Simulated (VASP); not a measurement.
# TiO$_{2}$ in VASP 6.6.1, single-point calculation

INCAR

```
NBANDS = 33
ISMEAR = 0
NSW = 0
LCHARG = .FALSE.
LASPH = .TRUE.
ENCUT = 520
GGA = PE
PREC = Accurate
NELM = 120
SIGMA = 0.1
EDIFF = 1E-7
LREAL = .FALSE.
IBRION = -1
ISIF = 2
LWAVE = .FALSE.
```

KPOINTS

```
KPOINTS created by Atomic Simulation Environment
0
Monkhorst-Pack
6 6 8
0 0 0
```

POSCAR

```
Ti O
 1.0000000000000000
     4.4589478892000001    0.0000000000000000    0.0000000000000000
     0.0000000000000000    4.4589478892000001    0.0000000000000000
     0.0000000000000000    0.0000000000000000    2.8648865286000000
 Ti  O
   2   4
Cartesian
 -0.0000000000000000 -0.0000000000000000  0.0000000000000000
  2.2294739446000000  2.2294739446000000  1.4324432643000000
  1.3458779828950389  1.3458779828950389  0.0000000000000000
  0.8835959617049615  3.5753519274950389  1.4324432643000000
  3.5753519274950389  0.8835959617049615  1.4324432643000000
  3.1130699063049612  3.1130699063049612  0.0000000000000000
```

The recommended PBE PAW datasets give the neutral cell 48 valence electrons.

Command

```
mpirun -np 1 vasp_std
```

Problem. How does this run end, and what does it give?

Solution. It converged. Results: gap between bands v and c on the k mesh 2.19 eV; least direct gap on the k mesh 2.23 eV; pressure 32.6 GPa; largest force 0.08 eV/Å. Band v is the last that the valence electrons fill when counted band by band, and c is the next.

OSZICAR

```
N       E                     dE             d eps       ncg     rms          rms(c)
DAV:   1     0.665249776461E+03    0.66525E+03   -0.24158E+04  1584   0.175E+03
DAV:   2     0.284960774884E+02   -0.63675E+03   -0.58571E+03  1707   0.520E+02
DAV:   3    -0.646570724150E+02   -0.93153E+02   -0.91284E+02  2126   0.194E+02
DAV:   4    -0.695423048746E+02   -0.48852E+01   -0.48733E+01  2261   0.416E+01
DAV:   5    -0.697010006080E+02   -0.15870E+00   -0.15867E+00  2088   0.663E+00    0.351E+01
DAV:   6    -0.528536053716E+02    0.16847E+02   -0.67480E+01  2075   0.921E+01    0.995E+00
DAV:   7    -0.531120008412E+02   -0.25840E+00   -0.11569E+01  1900   0.300E+01    0.105E+01
DAV:   8    -0.530272455733E+02    0.84755E-01   -0.48961E-01  2088   0.586E+00    0.738E+00
DAV:   9    -0.530691488576E+02   -0.41903E-01   -0.63171E-01  2013   0.919E+00    0.235E+00
DAV:  10    -0.530272044836E+02    0.41944E-01   -0.19941E-01  2017   0.516E+00    0.818E-01
DAV:  11    -0.530220906600E+02    0.51138E-02   -0.16172E-02  2182   0.933E-01    0.250E-01
DAV:  12    -0.530219781320E+02    0.11253E-03   -0.16059E-03  1908   0.399E-01    0.894E-02
DAV:  13    -0.530218487981E+02    0.12933E-03   -0.40863E-04  2036   0.276E-01    0.307E-02
DAV:  14    -0.530218449488E+02    0.38493E-05   -0.32257E-05  1975   0.600E-02    0.516E-03
DAV:  15    -0.530218455755E+02   -0.62669E-06   -0.25663E-06  2048   0.133E-02    0.369E-03
DAV:  16    -0.530218459889E+02   -0.41345E-06   -0.57134E-07  1702   0.703E-03    0.124E-03
DAV:  17    -0.530218460275E+02   -0.38593E-07   -0.11603E-07   997   0.278E-03
   1 F= -.53021846E+02 E0= -.53021846E+02  d E =-.111858E-12
```

The shifted mesh misses Γ, so a band edge there is missed.

For comparison, a separate PBE run of the intended cell, on usual settings and not on those above, gives a gap of 1.97 eV on its mesh and a pressure of 32.6 GPa.
